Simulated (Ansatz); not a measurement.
Structures of Ti3C: which is lowest?

Plane-wave DFT in Ansatz with scalar-relativistic PAW potentials, cutoff 500 eV, Γ-centred meshes chosen by cell and gap, Gaussian smearing with energies taken to zero width. Every cell was relaxed (cell and atoms) in a run of its own, within the symmetry of its start. Functional: r2SCAN.

Relaxed structures (starts from databases or built by putting these elements on another compound's sites):
A. I4/mmm, 4 atoms in the computed cell, a = 3.546 Å, c = 8.213 Å; sites (symmetry × multiplicity) Ti -4m2 × 4 + 4/mmm × 2, C 4/mmm × 2; start: built
B. Pm-3m, 4 atoms in the computed cell, a = 4.164 Å; sites (symmetry × multiplicity) Ti 4/mm.m × 3, C m-3m × 1; start: built

Q: Rank them by energy. Could pressure change the order?

A:
```csv
structure,group,E − E(lowest) (meV/atom),V (Å³/atom),gap on mesh (eV)
B,Pm-3m,0.0,18.06,0.00
A,I4/mmm,97,12.91,0.00
```

B is lowest, 97 meV/atom under A. A is denser by 5.15 Å³/atom, so pressure favours it: ΔE/ΔV, with ΔE in eV and 1 eV/Å³ = 160.2 GPa, gives about 3.0 GPa for equal enthalpy if both cells were rigid, a rough figure since the two compress differently. Other structures may lie lower than all of these, and vibrations aren't counted.